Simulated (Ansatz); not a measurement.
# InSb: the change of pressure with volume scale

All results are calculated (Ansatz 0.2.0). Periodic Kohn-Sham DFT of a crystal at fixed atoms, scaled to volume_scale times the given cell; pressure positive in compression, energy less spherical unpolarised free atoms, largest_vzz the field gradient of largest size among the nuclei.

The cell before it is scaled or strained (space group F-43m, No. 216):
```
InSb
1.0
      0.0000     3.2391     3.2391
      3.2391     0.0000     3.2391
      3.2391     3.2391     0.0000
In Sb
1 1
Direct
  0.00000 0.00000 0.00000
  0.75000 0.75000 0.75000
```

Settings of every row: method frozen-core PAW; functional LDA; relativity scalar; k mesh 10x10x10; filling fermi-dirac; smearing width 0.03 eV; wave cutoff 420 eV; paw set soft_2.

Atom start moment: 0 on all atoms.

Limits: PAW files made with PBE; no spin-orbit coupling on heavy atoms.

```csv
row,volume scale,V (Å³/atom),pressure (GPa)
1,0.94,31.945,2.552
2,0.9405,31.962,2.521
3,0.96,32.625,1.378
4,0.98,33.304,0.334
5,0.99,33.644,-0.144
6,1,33.984,-0.594
7,1.01,34.324,?
8,1.02,34.664,-1.417
9,1.04,35.343,-2.148
10,1.06,36.023,-2.796
```

Question: what pressure should row 7 give?

Worked fit of pressure. Take u = (V_r/V)^(2/3) − 1 with V_r = 33.644 Å³ an atom, which is twice the finite (Eulerian) strain; such expansions in the strain, on which the Birch-Murnaghan equation of state is built, carry the rest volume and the bulk modulus. The shown rows have u = 0.03515, 0.03478, 0.02072, 0.00679, 0, -0.00668, -0.01971, -0.03231, -0.04453. Least squares give pressure = −0.1435 + 68.838 × u + 216.75 × u² + 191 × u³ GPa; a parabola predicts inner rows, each left out in turn, worse (root mean square 0.003 against 0.00056 GPa). The rows lie off it by 0.000, 0.000, 0.000, 0.000, -0.001, 0.000, 0.001, 0.000, 0.000. The pressure vanishes at u = 0.0021, or V = 33.54 Å³ an atom, and there the bulk modulus at fixed shape and fractions is B = −V dP/dV = (2/3)(1 + u) dP/du = 46.6 GPa. The withheld row has u = -0.01325, so the fit gives −0.1435 + 68.838 × (-0.01325) + 216.75 × (-0.01325)² + 191 × (-0.01325)³ = -1.018 GPa.

The calculation gave -1.018 GPa. The fit meets it to the printed digit.
